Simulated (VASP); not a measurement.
# In2O3 (R-3c) in VASP: notebook, part 2 of 4

VASP 6.6.1. Earlier steps stand in the parts before.

## 3. Relaxation of cell and atoms, LDA, target pressure 5 GPa, at which the enthalpy is minimised

This run uses another cell than the first one, of 12.41 Å³/atom, 0.984 times its volume.

Contents of INCAR:

```
PREC = Accurate
ENCUT = 600
EDIFF = 1E-6
ISMEAR = -1
SIGMA = 0.05
LREAL = False
LASPH = True
NELM = 100
ALGO = Normal
ISIF = 3
LWAVE = False
LCHARG = False
GGA = CA
IBRION = 2
NSW = 40
EDIFFG = -0.01
PSTRESS = 50
KPAR = 8
```

Contents of KPOINTS:

```
regular mesh
0
Gamma
  6 6 6
```

Contents of POSCAR:

```
In2O3                                   
1.0
    2.7326004992      1.5776676338      4.7983864756
   -2.7326004992      1.5776676338      4.7983864756
    0.0000000000     -3.1553352676      4.7983864756
  In              O             
     4     6
Direct
     0.3575925136898548    0.3575925136898548    0.3575925136898548
     0.1424074863101452    0.1424074863101452    0.1424074863101452
     0.6424074863101454    0.6424074863101454    0.6424074863101454
     0.8575925136898546    0.8575925136898546    0.8575925136898546
     0.5454853166938671    0.9545146833061329    0.2500000000000000
     0.2499999999999999    0.5454853166938671    0.9545146833061330
     0.9545146833061329    0.2500000000000001    0.5454853166938670
     0.4545146833061328    0.0454853166938673    0.7500000000000000
     0.7500000000000001    0.4545146833061329    0.0454853166938671
     0.0454853166938671    0.7499999999999999    0.4545146833061330
```

Potentials or basis: VASP PAW LDA potentials, release 64 (In_d, O).

The run is started by

```console
> cat potpaw_LDA.64/In_d/POTCAR potpaw_LDA.64/O/POTCAR > POTCAR
> mpirun -np 8 vasp_std > vasp.out
```

OUTCAR:

```text
PREC = Accurate
   ENCUT = 600
   EDIFF = 1E-6
   ISMEAR = -1
   LREAL = False
   LASPH = True
   NELM = 100
   ISIF = 3
   GGA = CA
   IBRION = 2
   NSW = 40
   EDIFFG = -0.01
   PSTRESS = 50

 ion  position               nearest neighbor table
   1  0.358  0.358  0.358-   9 2.11   8 2.11  10 2.11   7 2.24   6 2.24   5 2.24   2 3.10   3 3.23
                             3 3.23   3 3.23   2 3.58   2 3.58   2 3.58   4 3.96   4 3.96   4 3.96
   2  0.142  0.142  0.142-  10 2.11   8 2.11   9 2.11   7 2.24   6 2.24   5 2.24   1 3.10   4 3.23
                             4 3.23   4 3.23   1 3.58   1 3.58   1 3.58   3 3.96   3 3.96   3 3.96
   3  0.642  0.642  0.642-   6 2.11   5 2.11   7 2.11   9 2.24  10 2.24   8 2.24   4 3.10   1 3.23
                             1 3.23   1 3.23   4 3.58   4 3.58   4 3.58   2 3.96   2 3.96   2 3.96
   4  0.858  0.858  0.858-   7 2.11   5 2.11   6 2.11   9 2.24  10 2.24   8 2.24   3 3.10   2 3.23
                             2 3.23   2 3.23   3 3.58   3 3.58   3 3.58   1 3.96   1 3.96   1 3.96
   5  0.545  0.955  0.250-   3 2.11   4 2.11   1 2.24   2 2.24
   6  0.250  0.545  0.955-   3 2.11   4 2.11   1 2.24   2 2.24
   7  0.955  0.250  0.545-   4 2.11   3 2.11   1 2.24   2 2.24
   8  0.455  0.045  0.750-   1 2.11   2 2.11   3 2.24   4 2.24
   9  0.750  0.455  0.045-   1 2.11   2 2.11   3 2.24   4 2.24
  10  0.045  0.750  0.455-   2 2.11   1 2.11   3 2.24   4 2.24

  LATTYP: Found a trigonal (rhomboedric) cell.
 ALAT       =     5.7428784960
 COS(alpha) =     0.5471826836

  Lattice vectors:

 A1 = (   2.7326004992,   1.5776676338,   4.7983864756)
 A2 = (  -2.7326004992,   1.5776676338,   4.7983864756)
 A3 = (   0.0000000000,  -3.1553352676,   4.7983864756)

Analysis of symmetry for initial positions (statically):
=====================================================================
 Subroutine PRICEL returns:
 Original cell was already a primitive cell.

 Routine SETGRP: Setting up the symmetry group for a
 trigonal (rhombohedral) supercell.

 Subroutine GETGRP returns: Found 12 space group operations
 (whereof  6 operations were pure point group operations)
 out of a pool of 12 trial point group operations.

The static configuration has the point symmetry S_6 .
 The point group associated with its full space group is D_3d.

Analysis of symmetry for dynamics (positions and initial velocities):
=====================================================================
 Subroutine PRICEL returns:
 Original cell was already a primitive cell.

 Routine SETGRP: Setting up the symmetry group for a
 trigonal (rhombohedral) supercell.

 Subroutine GETGRP returns: Found 12 space group operations
 (whereof  6 operations were pure point group operations)
 out of a pool of 12 trial point group operations.

The dynamic configuration has the point symmetry S_6 .
 The point group associated with its full space group is D_3d.

 Subroutine INISYM returns: Found 12 space group operations
 (whereof  6 operations are pure point group operations),
 and found     1 'primitive' translations

----------------------------------------------------------------------------------------

                                     Primitive cell

  volume of cell :     124.1190

[... 84 lines left out ...]
 -0.333333  0.500000  0.166667     12.000000
 [... further k-points ...]
   k-points           NKPTS =     32   k-points in BZ     NKDIM =     32   number of bands    NBANDS=     52
   number of dos      NEDOS =    301   number of ions     NIONS =     10
   total plane-waves  NPLWV = 110592
   dimension x,y,z NGX =    48 NGY =   48 NGZ =   48
   dimension x,y,z NGXF=    96 NGYF=   96 NGZF=   96
   ions per type =               4   6
   NGX,Y,Z   is equivalent  to a cutoff of  13.90, 13.90, 13.90 a.u.
   NGXF,Y,Z  is equivalent  to a cutoff of  27.79, 27.79, 27.79 a.u.
 SYSTEM =  unknown system
   PREC   = accura    normal or accurate (medium, high low for compatibility)
   ISTART =      0    job   : 0-new  1-cont  2-samecut
   ICHARG =      2    charge: 1-file 2-atom 10-const
   ISPIN  =      1    spin polarized calculation?
   LNONCOLLINEAR =      F non collinear calculations
   LSORBIT =      F    spin-orbit coupling
   LASPH  =      T    aspherical Exc in radial PAW
   ENCUT  =  600.0 eV  44.10 Ry    6.64 a.u.  11.47 11.47 11.47*2*pi/ulx,y,z
   NELM   =    100;   NELMIN=  2; NELMDL= -5     # of ELM steps
   EDIFF  = 0.1E-05   stopping-criterion for ELM
   LREAL  =      F    real-space projection
   EDIFFG = -.1E-01   stopping-criterion for IOM
   NSW    =     40    number of steps for IOM
   IBRION =      2    ionic relax: 0-MD 1-quasi-New 2-CG
   NFREE  =      1    steps in history (QN), initial steepest desc. (CG)
   ISIF   =      3    stress and relaxation
   ISYM   =      2    0-nonsym 1-usesym 2-fastsym
   POTIM  = 0.5000    time-step for ionic-motion
   TEBEG  =    0.0;   TEEND  =   0.0 temperature during run
   PSTRESS=   50.0 pullay stress
   NELECT =      88.0000    total number of electrons
   NUPDOWN=      -1.0000    fix difference up-down
   EMIN   =  10.00;   EMAX   =-10.00  energy-range for DOS
   EFERMI =   0.00;   METHOD = LEGACY
   ISMEAR =    -1;   SIGMA  =   0.05  broadening in eV -4-tet -1-fermi 0-gaus
   EFERMI_NEDOS =   21; number of points for ismear=-14 and -15
   IALGO  =     38    algorithm
   IMIX   =      4    mixing-type and parameters
     AMIX     =   0.40;   BMIX     =  1.00
     AMIX_MAG =   1.60;   BMIX_MAG =  1.00
  volume/ion in A,a.u.               =      12.41        83.76
  Fermi-wavevector in a.u.,A,eV,Ry     =   1.459788  2.758599 28.993742  2.130980
  Thomas-Fermi vector in A             =   2.576314
   LORBIT       =      0    0 simple, 1 ext, 2 COOP (PROOUT), +10 PAW based schemes
   GGA     = CA    functional components
   LHFCALC =     F    Hartree Fock is set to
   AEXX    =    0.0000 exact exchange contribution
   IVDW    =     0    specifies the selected vdW correction
   LEPSILON=     F    determine dielectric tensor
   LRPA    =     F    only Hartree local field effects (RPA)
 conjugate gradient relaxation of ions
 non-spin polarized calculation
  energy-cutoff  :      600.00
  volume of cell :      124.12
 maximum number of plane-waves:      4164
 NGX is ok and might be reduce to    48
   NGX = 23   NGY = 23   NGZ = 23

--------------------------------------- Ionic step        1  -------------------------------------------

 number of electron      87.9999996 magnetization

 Free energy of the ion-electron system (eV)
  ---------------------------------------------------
  ext. energy  EPLUGINS =         0.00000000
  ---------------------------------------------------
  free energy    TOTEN  =       -63.67781598 eV

  energy without entropy =      -63.67781574  energy(sigma->0) =      -63.67781586

------------------------ aborting loop because EDIFF is reached ----------------------------------------

  FORCE on cell =-STRESS in cart. coord.  units (eV):
  Direction    XX          YY          ZZ          XY          YZ          ZX
  --------------------------------------------------------------------------------------
  -------------------------------------------------------------------------------------
  Total        0.1021044      0.1021044     -0.0307942      0.0000000      0.0000000     -0.0000000
  in kB        1.3180050      1.3180050     -0.3975042      0.0000000      0.0000000     -0.0000000
  external PRESSURE =     -49.2538314 kB  Pullay stress =      50.0000000 kB
[... 263 lines left out ...]
--------------------------------------- Ionic step        7  -------------------------------------------

 number of electron      87.9999992 magnetization

 Free energy of the ion-electron system (eV)
  ---------------------------------------------------
  ext. energy  EPLUGINS =         0.00000000
  ---------------------------------------------------
  free energy    TOTEN  =       -63.62870615 eV

  energy without entropy =      -63.62870609  energy(sigma->0) =      -63.62870612

 E-fermi :   6.6776     XC(G=0): -11.9870

 val. band max:        5.8509646176   @ k =   0.3333  -0.0000   0.0000
 cond. band min:       7.3020346967   @ k =   0.0000   0.0000   0.0000
 fundamental gap:      1.4510700791
 Fermi energy:         6.6776350349

 k-point     1 :       0.0000    0.0000    0.0000
  band No.  band energies     occupation
      1     -11.8760      2.00000
      2     -10.8438      2.00000
      3     -10.8438      2.00000
      4     -10.5971      2.00000
      5     -10.5971      2.00000
      6     -10.4767      2.00000
[... 1309 lines left out ...]
     51      14.7526      0.00000
     52      15.4871      0.00000

 [... further k-points ...]

------------------------ aborting loop because EDIFF is reached ----------------------------------------

  FORCE on cell =-STRESS in cart. coord.  units (eV):
  Direction    XX          YY          ZZ          XY          YZ          ZX
  --------------------------------------------------------------------------------------
  -------------------------------------------------------------------------------------
  Total        3.6972013      3.6972013      3.7764558      0.0000000      0.0000000      0.0000000
  in kB       49.0027726     49.0027726     50.0532125      0.0000000      0.0000000      0.0000000
  external PRESSURE =      -0.6470808 kB  Pullay stress =      50.0000000 kB
[... 29 lines left out ...]
  energy  without entropy=      -63.6287060944  energy(sigma->0) =      -63.62870612

  enthalpy is  TOTEN    =       -59.8562652081 eV   P V=        3.7724409430

 reached required accuracy - stopping structural energy minimisation
```

Wall time 4.4 min (8 MPI ranks of Intel Xeon Platinum 8488C (Sapphire Rapids), shared host); peak memory 0.42 GiB.

Results:

* Free energy: -63.6287 eV
* Relaxed volume: 12.09 Å³/atom
* Relaxed cell: a = 5.671 Å, b = 5.671 Å, c = 5.671 Å, α = 57.28°, β = 57.28°, γ = 57.28°
* Space group after relaxing (to 0.05 Å): R-3c (No. 167)
* Energy change on relaxing (the enthalpy is what falls): +4.9 meV/atom
* Ionic steps: 7
* Pressure after relaxing: 4.9 GPa
* Largest force after relaxing: 0.009 eV/Å
* Band gap on the k mesh: 1.45 eV, indirect (least direct gap 1.48 eV)

Forces in eV/Å, atoms in the order of the input:
```
In   0.000  0.000  0.008
In   0.000  0.000 -0.008
In   0.000  0.000 -0.008
In   0.000  0.000  0.008
O   -0.009  0.000  0.000
O    0.005 -0.008  0.000
O    0.005  0.008  0.000
O    0.009  0.000  0.000
O   -0.005  0.008  0.000
O   -0.005 -0.008  0.000
```

Stress tensor (GPa, compression positive):
```
4.90 0.00 0.00
0.00 4.90 0.00
0.00 0.00 5.01
```

The path:
```
step  energy change (eV)  largest force (eV/Å)  pressure (GPa)  volume (Å³)
   1              0.0000                0.0035            0.07       124.12
   2              0.2390                0.1583           11.93       117.39
   3              0.0466                0.0678            4.94       121.09
   4              0.0485                0.0690            5.08       121.03
   5              0.0485                0.0529            5.05       120.97
   6              0.0514                0.0345            5.04       120.82
   7              0.0491                0.0090            4.94       120.88
```

Final structure:
```cif
data_structure
_symmetry_space_group_name_H-M 'P 1'
_symmetry_Int_Tables_number 1
_cell_length_a 5.6709
_cell_length_b 5.6709
_cell_length_c 5.6709
_cell_angle_alpha 57.280
_cell_angle_beta 57.280
_cell_angle_gamma 57.280
_cell_volume 120.88
loop_
_atom_site_label
_atom_site_type_symbol
_atom_site_fract_x
_atom_site_fract_y
_atom_site_fract_z
_atom_site_occupancy
In1 In 0.35845 0.35845 0.35845 1
In2 In 0.14155 0.14155 0.14155 1
In3 In 0.64155 0.64155 0.64155 1
In4 In 0.85845 0.85845 0.85845 1
O1 O 0.54516 0.95484 0.25000 1
O2 O 0.25000 0.54516 0.95484 1
O3 O 0.95484 0.25000 0.54516 1
O4 O 0.45484 0.04516 0.75000 1
O5 O 0.75000 0.45484 0.04516 1
O6 O 0.04516 0.75000 0.45484 1
```

Caveat: the cell is relaxed towards a set pressure, so the enthalpy falls and the energy may rise; spin-orbit coupling is left out, which moves the levels of the heavy elements. LDA usually gives volumes a few per cent too small.

## 4. Relaxation of cell and atoms, LDA, target pressure 10 GPa, at which the enthalpy is minimised

This run uses another cell than the first one, of 12.09 Å³/atom, 0.959 times its volume.

Changes to INCAR since step 3:

```diff
@@ -16,3 +16,3 @@
 EDIFFG = -0.01
-PSTRESS = 50
+PSTRESS = 100
 KPAR = 8
```

KPOINTS is that of step 3.

Contents of POSCAR:

```
In2O3                                   
1.0
    2.7181137477      1.5693037039      4.7232088595
   -2.7181137477      1.5693037039      4.7232088595
    0.0000000000     -3.1386074078      4.7232088595
  In              O             
     4     6
Direct
     0.3584474032088827    0.3584474032088827    0.3584474032088827
     0.1415525967911173    0.1415525967911173    0.1415525967911173
     0.6415525967911173    0.6415525967911173    0.6415525967911173
     0.8584474032088827    0.8584474032088827    0.8584474032088827
     0.5451614811948942    0.9548385188051058    0.2500000000000000
     0.2500000000000000    0.5451614811948942    0.9548385188051058
     0.9548385188051058    0.2500000000000000    0.5451614811948942
     0.4548385188051058    0.0451614811948942    0.7500000000000000
     0.7500000000000000    0.4548385188051058    0.0451614811948942
     0.0451614811948942    0.7500000000000000    0.4548385188051058
```

The run is started by

```console
> cat potpaw_LDA.64/In_d/POTCAR potpaw_LDA.64/O/POTCAR > POTCAR
> mpirun -np 8 vasp_std > vasp.out
```

It took 7.8 min on 8 MPI ranks of Intel Xeon Platinum 8488C (Sapphire Rapids), shared host; peak memory 0.4 GiB.

Results (log left out):

```
Free energy                                            : -63.4842 eV
Relaxed volume                                         : 11.79 Å³/atom
Relaxed cell                                           : a = 5.606 Å, b = 5.606 Å, c = 5.606 Å, α = 57.68°, β = 57.68°, γ = 57.68°
Space group after relaxing (to 0.05 Å)                 : R-3c (No. 167)
Energy change on relaxing (the enthalpy is what falls) : +13.7 meV/atom
Ionic steps                                            : 13
Pressure after relaxing                                : 10.0 GPa
Largest force after relaxing                           : 0.007 eV/Å
Band gap on the k mesh                                 : 1.59 eV, indirect (least direct gap 1.61 eV)
```

Forces in eV/Å, atoms in the order of the input:
```
In   0.000  0.000  0.007
In   0.000  0.000 -0.007
In   0.000  0.000 -0.007
In   0.000  0.000  0.007
O    0.005  0.000  0.000
O   -0.002  0.004  0.000
O   -0.002 -0.004  0.000
O   -0.005  0.000  0.000
O    0.002 -0.004  0.000
O    0.002  0.004  0.000
```

Step by step:
```
step  energy change (eV)  largest force (eV/Å)  pressure (GPa)  volume (Å³)
   1              0.0000                0.0088            4.95       120.88
   2              0.4593                0.1689           18.18       114.34
   3              0.1247                0.0686           10.04       118.18
   4              0.1214                0.0674            9.87       118.23
   5              0.1233                0.0518            9.82       118.18
   6              0.1311                0.0231            9.83       118.02
   7              0.1326                0.0228            9.84       118.00
   8              0.1525                0.0148           10.50       117.68
   9              0.1403                0.0140           10.15       117.87
  10              0.1388                0.0149           10.02       117.90
  11              0.1395                0.0151           10.05       117.89
  12              0.1399                0.0139           10.08       117.88
  13              0.1370                0.0072            9.98       117.93
```

Final structure:
```
In O
1.0
     2.70411    1.56122    4.65550
    -2.70411    1.56122    4.65550
     0.00000   -3.12244    4.65550
In O
4 6
Cartesian
  0.0000 0.0000 5.0197
  0.0000 0.0000 1.9636
  0.0000 0.0000 8.9468
  0.0000 0.0000 12.0029
  -1.1123 1.5612 8.1471
  -0.7959 -1.7439 8.1471
  1.9082 0.1826 8.1471
  1.1123 -1.5612 5.8194
  0.7959 1.7439 5.8194
  -1.9082 -0.1826 5.8194
```

Levels at points of the mesh, in eV from the valence-band top:
```tsv
k point	band 41	band 42	band 43	band 44	band 45	band 46	band 47	band 48
(0.00, 0.00, 0.00)	-0.31	-0.31	-0.02	-0.02	1.59	5.52	6.69	7.27
(0.50, 0.00, 0.00)	-0.72	-0.72	-0.07	-0.07	5.26	5.26	6.20	6.20
(0.50, 0.50, 0.00)	-0.64	-0.33	-0.07	-0.04	5.65	5.73	6.54	6.89
(0.50, 0.50, 0.50)	-0.22	-0.22	-0.22	-0.22	4.68	4.68	7.61	7.61
```

Caveat: the cell is relaxed towards a set pressure, so the enthalpy falls and the energy may rise; spin-orbit coupling is left out, which moves the levels of the heavy elements. A k mesh can miss the band edges.

(Part 2 of 4 ends here.)
